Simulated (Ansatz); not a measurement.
A crystal relaxed with r2SCAN in Ansatz has space group Pm-3m (No. 221) and a = 3.635 Å.

```tsv
atom	site	x	y	z
Xx	1a	0.0000	0.0000	0.0000
Se	1b	0.5000	0.5000	0.5000
```

r2SCAN gives a direct gap of 1.24 eV at M. With HSE06 the gap is 1.54 eV and direct, at M. PBE gives a direct gap of 0.77 eV at M. Meshes: r2SCAN 8×8×8, HSE06 6×6×6, PBE 8×8×8. r2SCAN's ε∞ is 6.5 in all directions.

Task: Which element is Xx?
A. Ba
B. Ca
C. Mg
D. Sr

Result: B. Xx is Ca: CaSe in the CsCl-type structure. Ca has 8 Se at 3.15 Å; Se has 8 Ca at 3.15 Å.

All values are calculated for a non-magnetic cell, which may be hypothetical.

The runs are scalar-relativistic, without spin-orbit coupling.

The meshes of the hybrids are coarse, so their gaps aren't converged to the digits shown.
